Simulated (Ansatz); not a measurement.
The following input was run with Ansatz 0.2.0.

```yaml
crystal:
  lattice:
    - [12.2, 0.0, 0.0]
    - [0.0, 13.3, 0.0]
    - [0.0, 0.0, 14.4]
  atoms:
    - { symbol: Zn, position: [0.4338103032, 0.4925433927, 0.4112548235] }
    - { symbol: Zn, position: [0.5661896968, 0.4224353327, 0.5923004577] }
    - { symbol: Zn, position: [0.4338103032, 0.6327595128, 0.5923004577] }
    - { symbol: O, position: [0.5661896968, 0.4224353327, 0.3674217645] }
    - { symbol: O, position: [0.4338103032, 0.6327595128, 0.3674217645] }
    - { symbol: O, position: [0.4338103032, 0.4925433927, 0.5484673987] }
    - { symbol: H, position: [0.3295903294, 0.4373485472, 0.3767458253] }
    - { symbol: H, position: [0.5661896968, 0.4224353327, 0.6999393466] }
    - { symbol: H, position: [0.5661896968, 0.3120456417, 0.5577914595] }
    - { symbol: H, position: [0.6704096706, 0.4776301782, 0.5577914595] }
    - { symbol: H, position: [0.4338103032, 0.6327595128, 0.6999393466] }
    - { symbol: H, position: [0.3295903294, 0.6879543583, 0.5577914595] }
    - { symbol: H, position: [0.5380302769, 0.6879543583, 0.5577914595] }
    - { symbol: H, position: [0.5661896968, 0.3533527519, 0.3890177182] }
    - { symbol: H, position: [0.6314112288, 0.4569766231, 0.3890177182] }
    - { symbol: H, position: [0.5661896968, 0.4224353327, 0.3000606534] }
    - { symbol: H, position: [0.3685887712, 0.6673008032, 0.3890177182] }
    - { symbol: H, position: [0.4990318351, 0.6673008032, 0.3890177182] }
    - { symbol: H, position: [0.4338103032, 0.6327595128, 0.3000606534] }
    - { symbol: H, position: [0.3685887712, 0.4580021023, 0.5700633524] }
basis:
  ecutwfc: 420
kpoints:
  mp_grid: { grid: [1, 1, 1] }
hamiltonian:
  xc: pbesol
scf:
  occupations: { method: gaussian, width: 0.05 }
output:
  forces: true
  eigenvalues: true
  populations: true
  write_density: true
  write_potential: true
  elf: true
  volumetric_format: npy
relax:
  adjacent_minimum: "off"
  f_tol: 0.03
  max_steps: 40
```

Command:
```bash
ansatz run input.yaml --threads 4 --pin off --max-ram 11264MiB --backend cpu --events-out ev --progress --plain --runs-dir out
```

Method: DFT PBEsol, scalar-relativistic, plane waves, PAW (Ansatz 0.2.0).

Part of what the program printed, abridged:

```
Pseudopotentials: kind: paw
Pseudopotential: Zn, paw, valence charge 12, recommended cutoff 420 eV (normal)
Pseudopotential: O, paw, valence charge 6, recommended cutoff 420 eV (normal)
Pseudopotential: H, paw, valence charge 1, recommended cutoff 420 eV (normal)
Functional definition: PBEsol
Crystal: 20 atoms, lattice volume = 2336.544 Å³
Basis set: ecut = 420 eV, 45693 PW (Γ), exchange–correlation on 180×180×200 points (8 copies of the dense FFT grid, shifted against one another)
Bands: 54, of which v1, the nominal top of the filled ones, is band 34 counted from 1 (33 counted from 0)
Symmetry: 1 space group operations
Space group: P1 (ITA 1), of the structure as read, at distance tolerance 1.3e-4 Å
k-points: 1
Initial density: superposition of atomic densities (neutral atoms: chi_scale 0, normalization atom), corrected by the library's trained network
Initial wavefunctions: pseudopotential atomic-orbital guess
Functional: x = pbesol(κ = 0.804, μ = 0.12345679), c = pbesol(β = 0.046)
SCF iter   1: F=—  HF=-11731.625840 eV  |F-HF|=—  |Δ(HF+E_count)|=         —  Δρ=5.46e-3  dr2=3.75e0  ethr=1.77e-3  ⟨swp⟩=8.0  Hψ=319  notcnv=0  defer=12
SCF iter   2: F=—  HF=-11733.009582 eV  |F-HF|=—  |Δ(HF+E_count)|=    1.38e0  Δρ=1.53e-2  dr2=2.40e1  ethr=1.77e-3  ⟨swp⟩=4.0  Hψ=110  notcnv=0  defer=14  recentre
SCF iter   3: F=—  HF=-11731.094821 eV  |F-HF|=—  |Δ(HF+E_count)|=    1.91e0  Δρ=3.07e-3  dr2=1.32e0  ethr=1.77e-3  ⟨swp⟩=4.0  Hψ=109  notcnv=0  defer=12
SCF iter   4: F=—  HF=-11730.908165 eV  |F-HF|=—  |Δ(HF+E_count)|=   1.87e-1  Δρ=1.13e-3  dr2=3.35e-2  ethr=1.77e-3  ⟨swp⟩=3.0  Hψ=74  notcnv=0  defer=12
SCF iter   5: F=—  HF=-11730.907966 eV  |F-HF|=—  |Δ(HF+E_count)|=   1.99e-4  Δρ=9.22e-4  dr2=9.28e-2  ethr=4.93e-5  ⟨swp⟩=2.0  Hψ=81  notcnv=0  defer=12
SCF iter   6: F=—  HF=-11730.900285 eV  |F-HF|=—  |Δ(HF+E_count)|=   7.68e-3  Δρ=2.74e-4  dr2=1.25e-3  ethr=4.93e-5  ⟨swp⟩=2.0  Hψ=94  notcnv=0  defer=12
SCF iter   7: F=—  HF=-11730.900036 eV  |F-HF|=—  |Δ(HF+E_count)|=   2.50e-4  Δρ=8.29e-5  dr2=2.18e-4  ethr=1.84e-6  ⟨swp⟩=2.0  Hψ=65  notcnv=0  defer=12
SCF iter   8: F=—  HF=-11730.900124 eV  |F-HF|=—  |Δ(HF+E_count)|=   8.89e-5  Δρ=4.91e-5  dr2=1.68e-4  ethr=3.21e-7  ⟨swp⟩=2.0  Hψ=68  notcnv=0  defer=12
SCF iter   9: F=—  HF=-11730.900147 eV  |F-HF|=—  |Δ(HF+E_count)|=   2.23e-5  Δρ=3.29e-5  dr2=8.48e-5  ethr=2.47e-7  ⟨swp⟩=1.0  Hψ=42  notcnv=0  defer=12
SCF iter  10: F=-11730.900137 eV  HF=-11730.900148 eV  |F-HF|=1.11e-5  |Δ(HF+E_count)|=   1.28e-6  Δρ=1.58e-5  dr2=2.04e-5  ethr=3.31e-8  ⟨swp⟩=35.0  Hψ=672  notcnv=0
SCF 1 converged in 10 iterations: F = -11730.900137 eV  dr2 = 2.04e-5
relax step   1: F+E_penalty+E_count = -11730.90013694 eV  Δ(F+E_penalty+E_count) = +0.000e0 eV  max|allowed force component| = 2.665e0 eV/Å  Δτ_max = 0.0000 Å  (10 SCF iters, dr2 threshold 2.25e-5 eV, accepted)
Initial density: handed on by an earlier stage of this run
Initial wavefunctions: those handed on with the density
SCF iter   1: F=—  HF=-11733.352528 eV  |F-HF|=—  |Δ(HF+E_count)|=         —  Δρ=6.05e-3  dr2=7.75e-1  ethr=1.13e-3  ⟨swp⟩=1.0  Hψ=221  notcnv=0  defer=11
SCF iter   2: F=—  HF=-11733.311332 eV  |F-HF|=—  |Δ(HF+E_count)|=   4.12e-2  Δρ=4.12e-3  dr2=7.64e-1  ethr=1.13e-3  ⟨swp⟩=3.0  Hψ=61  notcnv=0  defer=11
SCF iter   3: F=—  HF=-11733.230622 eV  |F-HF|=—  |Δ(HF+E_count)|=   8.07e-2  Δρ=2.44e-3  dr2=2.80e-1  ethr=1.12e-3  ⟨swp⟩=3.0  Hψ=75  notcnv=0  defer=12
SCF iter   4: F=—  HF=-11733.206259 eV  |F-HF|=—  |Δ(HF+E_count)|=   2.44e-2  Δρ=1.11e-3  dr2=2.26e-2  ethr=4.12e-4  ⟨swp⟩=2.0  Hψ=49  notcnv=0  defer=12
SCF iter   5: F=—  HF=-11733.207045 eV  |F-HF|=—  |Δ(HF+E_count)|=   7.86e-4  Δρ=4.95e-4  dr2=5.19e-3  ethr=3.32e-5  ⟨swp⟩=2.0  Hψ=84  notcnv=0  defer=12
SCF iter   6: F=—  HF=-11733.206830 eV  |F-HF|=—  |Δ(HF+E_count)|=   2.16e-4  Δρ=1.34e-4  dr2=5.99e-4  ethr=7.63e-6  ⟨swp⟩=2.0  Hψ=65  notcnv=0  defer=12
SCF iter   7: F=-11733.206839 eV  HF=-11733.206845 eV  |F-HF|=5.95e-6  |Δ(HF+E_count)|=   1.50e-5  Δρ=3.04e-5  dr2=2.59e-5  ethr=1.47e-7  ⟨swp⟩=30.0  Hψ=629  notcnv=0
SCF 2 converged in 7 iterations: F = -11733.206839 eV  dr2 = 2.59e-5
relax step   2: F+E_penalty+E_count = -11733.20683860 eV  Δ(F+E_penalty+E_count) = -2.307e0 eV  max|allowed force component| = 1.888e0 eV/Å  Δτ_max = 0.1945 Å  (7 SCF iters, dr2 threshold 1.00e-4 eV, accepted)
SCF iter   1: F=—  HF=-11735.404385 eV  |F-HF|=—  |Δ(HF+E_count)|=         —  Δρ=5.31e-3  dr2=8.60e-1  ethr=1.26e-3  ⟨swp⟩=1.0  Hψ=218  notcnv=0  defer=13
SCF iter   2: F=—  HF=-11735.285843 eV  |F-HF|=—  |Δ(HF+E_count)|=   1.19e-1  Δρ=3.70e-3  dr2=3.95e-1  ethr=1.26e-3  ⟨swp⟩=3.0  Hψ=62  notcnv=0  defer=13
SCF iter   3: F=—  HF=-11735.227588 eV  |F-HF|=—  |Δ(HF+E_count)|=   5.83e-2  Δρ=1.67e-3  dr2=6.39e-2  ethr=5.81e-4  ⟨swp⟩=4.0  Hψ=109  notcnv=0  defer=13
SCF iter   4: F=—  HF=-11735.222518 eV  |F-HF|=—  |Δ(HF+E_count)|=   5.07e-3  Δρ=7.59e-4  dr2=7.00e-3  ethr=9.39e-5  ⟨swp⟩=3.0  Hψ=79  notcnv=0  defer=13
SCF iter   5: F=—  HF=-11735.223769 eV  |F-HF|=—  |Δ(HF+E_count)|=   1.25e-3  Δρ=3.23e-4  dr2=1.41e-3  ethr=1.03e-5  ⟨swp⟩=2.0  Hψ=66  notcnv=0  defer=13
SCF iter   6: F=-11735.223674 eV  HF=-11735.223673 eV  |F-HF|=1.16e-6  |Δ(HF+E_count)|=   9.61e-5  Δρ=6.79e-5  dr2=7.62e-5  ethr=1.47e-7  ⟨swp⟩=26.0  Hψ=665  notcnv=0
SCF 3 converged in 6 iterations: F = -11735.223674 eV  dr2 = 7.62e-5
relax step   3: F+E_penalty+E_count = -11735.22367390 eV  Δ(F+E_penalty+E_count) = -2.017e0 eV  max|allowed force component| = 2.120e0 eV/Å  Δτ_max = 0.1949 Å  (6 SCF iters, dr2 threshold 1.00e-4 eV, accepted)
SCF iter   1: F=—  HF=-11737.274860 eV  |F-HF|=—  |Δ(HF+E_count)|=         —  Δρ=5.17e-3  dr2=1.16e0  ethr=1.67e-3  ⟨swp⟩=1.0  Hψ=218  notcnv=0  defer=13
SCF iter   2: F=—  HF=-11737.062873 eV  |F-HF|=—  |Δ(HF+E_count)|=   2.12e-1  Δρ=3.83e-3  dr2=3.16e-1  ethr=1.67e-3  ⟨swp⟩=3.0  Hψ=76  notcnv=0  defer=15
SCF iter   3: F=—  HF=-11736.994430 eV  |F-HF|=—  |Δ(HF+E_count)|=   6.84e-2  Δρ=1.35e-3  dr2=2.44e-2  ethr=4.65e-4  ⟨swp⟩=3.0  Hψ=101  notcnv=0  defer=16
SCF iter   4: F=—  HF=-11736.995123 eV  |F-HF|=—  |Δ(HF+E_count)|=   6.93e-4  Δρ=5.91e-4  dr2=4.07e-3  ethr=3.59e-5  ⟨swp⟩=2.0  Hψ=70  notcnv=0  defer=16
SCF iter   5: F=—  HF=-11736.995626 eV  |F-HF|=—  |Δ(HF+E_count)|=   5.02e-4  Δρ=2.04e-4  dr2=5.68e-4  ethr=5.98e-6  ⟨swp⟩=2.0  Hψ=81  notcnv=0  defer=16
SCF iter   6: F=-11736.995596 eV  HF=-11736.995587 eV  |F-HF|=9.59e-6  |Δ(HF+E_count)|=   3.90e-5  Δρ=4.66e-5  dr2=3.34e-5  ethr=1.47e-7  ⟨swp⟩=27.0  Hψ=665  notcnv=0
SCF 4 converged in 6 iterations: F = -11736.995596 eV  dr2 = 3.34e-5
relax step   4: F+E_penalty+E_count = -11736.99559618 eV  Δ(F+E_penalty+E_count) = -1.772e0 eV  max|allowed force component| = 2.704e0 eV/Å  Δτ_max = 0.1951 Å  (6 SCF iters, dr2 threshold 1.00e-4 eV, accepted)
   ...
SCF iter   3: F=—  HF=-11741.971707 eV  |F-HF|=—  |Δ(HF+E_count)|=   1.38e-3  Δρ=8.62e-4  dr2=1.11e-2  ethr=5.24e-5  ⟨swp⟩=2.0  Hψ=78  notcnv=0  defer=15
SCF iter   4: F=—  HF=-11741.969824 eV  |F-HF|=—  |Δ(HF+E_count)|=   1.88e-3  Δρ=2.77e-4  dr2=9.70e-4  ethr=1.63e-5  ⟨swp⟩=2.0  Hψ=87  notcnv=0  defer=15
SCF iter   5: F=—  HF=-11741.969920 eV  |F-HF|=—  |Δ(HF+E_count)|=   9.64e-5  Δρ=9.33e-5  dr2=1.49e-4  ethr=1.43e-6  ⟨swp⟩=2.0  Hψ=95  notcnv=0  defer=15
SCF iter   6: F=-11741.969915 eV  HF=-11741.969915 eV  |F-HF|=4.98e-8  |Δ(HF+E_count)|=   5.21e-6  Δρ=2.40e-5  dr2=1.00e-5  ethr=7.59e-8  ⟨swp⟩=23.0  Hψ=607  notcnv=0
SCF 17 converged in 6 iterations: F = -11741.969915 eV  dr2 = 1.00e-5
relax step  17: F+E_penalty+E_count = -11741.96991473 eV  Δ(F+E_penalty+E_count) = -1.554e-2 eV  max|allowed force component| = 6.338e-1 eV/Å  Δτ_max = 0.1361 Å  (6 SCF iters, dr2 threshold 5.16e-5 eV, accepted)
SCF iter   1: F=—  HF=-11742.078310 eV  |F-HF|=—  |Δ(HF+E_count)|=         —  Δρ=7.80e-3  dr2=7.24e-1  ethr=1.06e-3  ⟨swp⟩=1.0  Hψ=266  notcnv=0  defer=10
SCF iter   2: F=—  HF=-11741.971885 eV  |F-HF|=—  |Δ(HF+E_count)|=   1.06e-1  Δρ=3.68e-3  dr2=1.26e-1  ethr=1.06e-3  ⟨swp⟩=3.0  Hψ=79  notcnv=0  defer=10
SCF iter   3: F=—  HF=-11741.992931 eV  |F-HF|=—  |Δ(HF+E_count)|=   2.10e-2  Δρ=1.99e-3  dr2=7.10e-2  ethr=1.85e-4  ⟨swp⟩=3.0  Hψ=106  notcnv=0  defer=15
SCF iter   4: F=—  HF=-11741.978605 eV  |F-HF|=—  |Δ(HF+E_count)|=   1.43e-2  Δρ=4.44e-4  dr2=2.24e-3  ethr=1.04e-4  ⟨swp⟩=2.0  Hψ=91  notcnv=0  defer=15
SCF iter   5: F=—  HF=-11741.979091 eV  |F-HF|=—  |Δ(HF+E_count)|=   4.86e-4  Δρ=1.55e-4  dr2=3.92e-4  ethr=3.29e-6  ⟨swp⟩=2.0  Hψ=71  notcnv=0  defer=15
SCF iter   6: F=-11741.979080 eV  HF=-11741.979075 eV  |F-HF|=4.86e-6  |Δ(HF+E_count)|=   1.64e-5  Δρ=3.92e-5  dr2=2.94e-5  ethr=1.47e-7  ⟨swp⟩=26.0  Hψ=648  notcnv=0
SCF 18 converged in 6 iterations: F = -11741.979080 eV  dr2 = 2.94e-5
relax step  18: F+E_penalty+E_count = -11741.97907976 eV  Δ(F+E_penalty+E_count) = -9.165e-3 eV  max|allowed force component| = 6.005e-1 eV/Å  Δτ_max = 0.2000 Å  (6 SCF iters, dr2 threshold 1.00e-4 eV, accepted)
SCF iter   1: F=—  HF=-11742.096663 eV  |F-HF|=—  |Δ(HF+E_count)|=         —  Δρ=4.82e-3  dr2=3.52e-1  ethr=5.12e-4  ⟨swp⟩=1.0  Hψ=204  notcnv=0  defer=15
SCF iter   2: F=—  HF=-11742.010168 eV  |F-HF|=—  |Δ(HF+E_count)|=   8.65e-2  Δρ=2.15e-3  dr2=4.68e-2  ethr=5.12e-4  ⟨swp⟩=3.0  Hψ=78  notcnv=0  defer=15
SCF iter   3: F=—  HF=-11742.010557 eV  |F-HF|=—  |Δ(HF+E_count)|=   3.89e-4  Δρ=1.17e-3  dr2=2.27e-2  ethr=6.89e-5  ⟨swp⟩=3.0  Hψ=101  notcnv=0  defer=15
SCF iter   4: F=—  HF=-11742.006200 eV  |F-HF|=—  |Δ(HF+E_count)|=   4.36e-3  Δρ=3.38e-4  dr2=1.20e-3  ethr=3.33e-5  ⟨swp⟩=2.0  Hψ=76  notcnv=0  defer=15
SCF iter   5: F=—  HF=-11742.006400 eV  |F-HF|=—  |Δ(HF+E_count)|=   2.00e-4  Δρ=6.76e-5  dr2=6.79e-5  ethr=1.77e-6  ⟨swp⟩=2.0  Hψ=70  notcnv=0  defer=15
SCF iter   6: F=-11742.006403 eV  HF=-11742.006420 eV  |F-HF|=1.70e-5  |Δ(HF+E_count)|=   2.00e-5  Δρ=3.29e-5  dr2=1.74e-5  ethr=9.98e-8  ⟨swp⟩=25.0  Hψ=676  notcnv=0
SCF 19 converged in 6 iterations: F = -11742.006403 eV  dr2 = 1.74e-5
relax step  19: F+E_penalty+E_count = -11742.00640254 eV  Δ(F+E_penalty+E_count) = -2.732e-2 eV  max|allowed force component| = 2.342e-1 eV/Å  Δτ_max = 0.2000 Å  (6 SCF iters, dr2 threshold 1.00e-4 eV, accepted)
SCF iter   1: F=—  HF=-11742.075930 eV  |F-HF|=—  |Δ(HF+E_count)|=         —  Δρ=2.34e-3  dr2=1.03e-1  ethr=2.33e-3  ⟨swp⟩=4.0  Hψ=139  notcnv=0  defer=15
SCF iter   2: F=—  HF=-11742.049892 eV  |F-HF|=—  |Δ(HF+E_count)|=   2.60e-2  Δρ=1.13e-3  dr2=1.54e-2  ethr=1.52e-4  ⟨swp⟩=3.0  Hψ=99  notcnv=0  defer=15
SCF iter   3: F=—  HF=-11742.050273 eV  |F-HF|=—  |Δ(HF+E_count)|=   3.81e-4  Δρ=6.93e-4  dr2=8.29e-3  ethr=2.27e-5  ⟨swp⟩=2.0  Hψ=76  notcnv=0  defer=15
SCF iter   4: F=—  HF=-11742.048380 eV  |F-HF|=—  |Δ(HF+E_count)|=   1.89e-3  Δρ=1.62e-4  dr2=3.06e-4  ethr=1.22e-5  ⟨swp⟩=2.0  Hψ=85  notcnv=0  defer=15
SCF iter   5: F=—  HF=-11742.048449 eV  |F-HF|=—  |Δ(HF+E_count)|=   6.88e-5  Δρ=5.01e-5  dr2=4.09e-5  ethr=4.50e-7  ⟨swp⟩=2.0  Hψ=94  notcnv=0  defer=15
SCF iter   6: F=-11742.048448 eV  HF=-11742.048449 eV  |F-HF|=7.20e-7  |Δ(HF+E_count)|=   2.97e-7  Δρ=1.53e-5  dr2=4.28e-6  ethr=1.23e-8  ⟨swp⟩=23.0  Hψ=644  notcnv=0
SCF 20 converged in 6 iterations: F = -11742.048448 eV  dr2 = 4.28e-6
relax step  20: F+E_penalty+E_count = -11742.04844824 eV  Δ(F+E_penalty+E_count) = -4.205e-2 eV  max|allowed force component| = 1.283e-1 eV/Å  Δτ_max = 0.1244 Å  (6 SCF iters, dr2 threshold 8.34e-6 eV, accepted)
SCF iter   1: F=—  HF=-11742.058889 eV  |F-HF|=—  |Δ(HF+E_count)|=         —  Δρ=1.47e-3  dr2=2.99e-2  ethr=2.78e-4  ⟨swp⟩=3.0  Hψ=115  notcnv=0  defer=15
SCF iter   2: F=—  HF=-11742.051763 eV  |F-HF|=—  |Δ(HF+E_count)|=   7.13e-3  Δρ=5.62e-4  dr2=3.33e-3  ethr=4.40e-5  ⟨swp⟩=2.0  Hψ=78  notcnv=0  defer=15
SCF iter   3: F=—  HF=-11742.051927 eV  |F-HF|=—  |Δ(HF+E_count)|=   1.64e-4  Δρ=1.46e-4  dr2=3.19e-4  ethr=4.90e-6  ⟨swp⟩=2.0  Hψ=70  notcnv=0  defer=15
SCF iter   4: F=—  HF=-11742.051953 eV  |F-HF|=—  |Δ(HF+E_count)|=   2.60e-5  Δρ=9.63e-5  dr2=1.71e-4  ethr=4.68e-7  ⟨swp⟩=2.0  Hψ=71  notcnv=0  defer=15
SCF iter   5: F=—  HF=-11742.051928 eV  |F-HF|=—  |Δ(HF+E_count)|=   2.53e-5  Δρ=2.45e-5  dr2=1.06e-5  ethr=2.51e-7  ⟨swp⟩=2.0  Hψ=70  notcnv=0  defer=15
SCF iter   6: F=-11742.051929 eV  HF=-11742.051930 eV  |F-HF|=4.77e-7  |Δ(HF+E_count)|=   1.51e-6  Δρ=6.72e-6  dr2=7.72e-7  ethr=3.68e-9  ⟨swp⟩=22.0  Hψ=610  notcnv=0
SCF 21 converged in 6 iterations: F = -11742.051929 eV  dr2 = 7.72e-7
relax step  21: F+E_penalty+E_count = -11742.05192917 eV  Δ(F+E_penalty+E_count) = -3.481e-3 eV  max|allowed force component| = 2.839e-2 eV/Å  Δτ_max = 0.0497 Å  (6 SCF iters, dr2 threshold 2.50e-6 eV, accepted)
SCF iter   1: F=—  HF=-11742.051980 eV  |F-HF|=—  |Δ(HF+E_count)|=         —  Δρ=6.76e-6  dr2=7.78e-7  ethr=1.14e-9  ⟨swp⟩=1.0  Hψ=134  notcnv=0
SCF iter   2: F=—  HF=-11742.051930 eV  |F-HF|=—  |Δ(HF+E_count)|=   5.00e-5  Δρ=4.25e-6  dr2=3.14e-7  ethr=1.14e-9  ⟨swp⟩=2.0  Hψ=73  notcnv=0
SCF iter   3: F=-11742.051930 eV  HF=-11742.051930 eV  |F-HF|=4.61e-8  |Δ(HF+E_count)|=   5.89e-8  Δρ=1.46e-6  dr2=3.72e-8  ethr=1.47e-10  ⟨swp⟩=12.0  Hψ=387  notcnv=0
SCF 22 converged in 3 iterations: F = -11742.051930 eV  dr2 = 3.72e-8
relax step  22: F+E_penalty+E_count = -11742.05192969 eV  Δ(F+E_penalty+E_count) = -5.234e-7 eV  max|allowed force component| = 2.804e-2 eV/Å  Δτ_max = 0.0000 Å  (3 SCF iters, accepted)
WARN: The output density's exchange-correlation potential varies sharply where the density is thin. Do not read a vacuum level from v_tot or v_xc, or from such a field of the output density. On a cell that repeats whose density bears no net charge and no dipole along the vacuum's axis use v_es (v_loc + v_h of the components); under efield.dipole_correction with no amplitude use v_es + v_field, which holds any external_charges[].barrier, or the levels of the report's work_function block, which leave it out; under a non-zero efield.amplitude the vacuum is tilted and has no level; on a cell that repeats and bears such a dipole with no correction it is tilted too, and efield.dipole_correction wi ...
SCF converged after 3 iterations
Free energy (F): -11742.051930 eV
Harris-Foulkes:  -11742.051930 eV  (|F-HF|=4.61e-8)
Internal energy: -11742.051930 eV  (E = F + TS)
E sigma→0 (E₀):  -11742.051930 eV
Fermi energy:    -3.484633 eV
--- Per-component energies (eV) ---
  E_band       = -753.265280
  E_kinetic    = 1099.255047
  E_local      = -21101.069545  (includes V_loc(G=0)·N_el)
  E_nonlocal   = 2010.783088
  E_hartree    = 9561.774065
  E_xc         = -740.444949
  E_vxc        = -586.398972  (∫ρ·V_xc dr)
  E_paw        = -5834.241336  (= ΣΔE_a)
  E_vpaw       = -1299.373862  (= ΣTr[D̂ρ^β])
  E_aug_tail   = -0.010136  (compensation charges beyond the density's cutoff)
  E_ewald      = 3259.403907
  E_core_change = 2.497928  (= ΣΔE_core)
  E_smearing   =  0.000000  (= −TS)
--- Forces (eV/Å), atoms counted from 1 ---
  atom   1  Zn     0.01208491     0.00824587    -0.01740550
  atom   2  Zn     0.01091718     0.00117498    -0.00925615
  atom   3  Zn     0.00897672     0.00993965    -0.01019266
  atom   4  O     -0.00322106    -0.00414826     0.01993484
  atom   5  O     -0.00711606     0.00561813     0.01692289
  atom   6  O     -0.01672069    -0.00850759     0.02803621
  atom   7  H     -0.00906221    -0.00468916    -0.00523663
  atom   8  H     -0.00156081     0.00030712     0.00860515
  atom   9  H      0.00000455     0.00285143     0.00443985
  atom  10  H     -0.00497094    -0.00290176     0.00721939
  atom  11  H      0.00032430    -0.00264563     0.00703595
  atom  12  H      0.00431628    -0.00404144     0.00216272
  atom  13  H     -0.00834552    -0.00457558     0.00734899
  atom  14  H     -0.00289437     0.00103215    -0.00439831
  atom  15  H      0.00200367    -0.00464188    -0.00498697
  atom  16  H      0.00159378     0.00138279    -0.01028040
  atom  17  H     -0.00070024    -0.00355658    -0.00324527
  atom  18  H     -0.00012960     0.00044412    -0.00645302
  atom  19  H      0.00102304     0.00103950    -0.01388504
  atom  20  H      0.01351104     0.00770878    -0.01637144
--- Band table (eV) ---
  k-point 0: bands = ["-25.7066", "-25.6093", "-24.2418", "-13.9418", "-13.8110", "-11.9349", "-11.4836", "-11.3977", "-10.8836", "-10.8467", "-10.8355", "-10.5728", "-10.4709", "-10.4656", "-10.3625", "-10.2312", "-10.2246", "-10.1774", "-10.1746", "-10.1680", "-10.1134", "-9.9997", "-9.9265", "-9.6577", "-9.2745", "-8.5093", "-8.4535", "-8.1702", "-7.5826", "-7.0306", "-6.3953", "-6.0734", "-5.9911", "-5.9148", "-1.0544", "-0.8663", "-0.5520", "-0.1381", "0.1433", "0.5039", "0.6339", "0.6937", "0.7195", "0.8322", "0.8969", "0.9966", "1.1648", "1.1795", "1.3298", "1.4587", "1.4974", "1.6323", "1.7273", "1.7376"]
--- Relaxed structure (22 steps of the walk, 22 accepted, 0 SCFs on fresh bases) ---
  F+E_penalty+E_count = -11742.05192969 eV   max|allowed force component| = 2.804e-2 eV/Å
  atoms:
    - { symbol: Zn, position: [0.41522537, 0.48150652, 0.39531835] }
    - { symbol: Zn, position: [0.60237980, 0.43943032, 0.58349214] }
    - { symbol: Zn, position: [0.46866306, 0.65293913, 0.58290966] }
    - { symbol: O, position: [0.57331486, 0.43143468, 0.36451544] }
    - { symbol: O, position: [0.44440828, 0.63237387, 0.36432542] }
    - { symbol: O, position: [0.45451671, 0.50341948, 0.52804960] }
    - { symbol: H, position: [0.31898824, 0.42920890, 0.34835213] }
    - { symbol: H, position: [0.57331431, 0.40282301, 0.68114894] }
    - { symbol: H, position: [0.54221536, 0.26580786, 0.54080632] }
    - { symbol: H, position: [0.68476987, 0.46333447, 0.50245343] }
    - { symbol: H, position: [0.42108122, 0.64863751, 0.68113189] }
    - { symbol: H, position: [0.27407655, 0.69516216, 0.54256454] }
    - { symbol: H, position: [0.53122243, 0.70639296, 0.50112070] }
    - { symbol: H, position: [0.54944075, 0.27427331, 0.48866644] }
    - { symbol: H, position: [0.62486670, 0.44654957, 0.41827634] }
    - { symbol: H, position: [0.61123613, 0.44695595, 0.30701846] }
    - { symbol: H, position: [0.28494646, 0.69584235, 0.49030016] }
    - { symbol: H, position: [0.48452583, 0.66637942, 0.41775284] }
    - { symbol: H, position: [0.47700905, 0.65516083, 0.30655742] }
    - { symbol: H, position: [0.39904014, 0.47409992, 0.56845227] }
--- Löwdin populations: 20 sites ---
  site symbol q [e]
     0     Zn     10.7448
     1     Zn     10.8902
     2     Zn     10.8897
     3      O      6.7593
     4      O      6.7596
     5      O      7.0404
     6      H      1.4386
     7      H      1.4475
     8      H      0.9782
     9      H      1.4541
    10      H      1.4474
    11      H      0.9776
    12      H      1.4542
    13      H      0.9685
    14      H      0.6581
    15      H      0.5662
    16      H      0.9686
    17      H      0.6588
    18      H      0.5663
    19      H      0.5774
  spilling = 0.011094 (of n_electrons = 68.000000)
```

The relaxation met its thresholds.

Time: 52 s on 4 threads of Intel(R) Xeon(R) 6975P-C (Granite Rapids) (shared host), peak memory 1.4 GiB.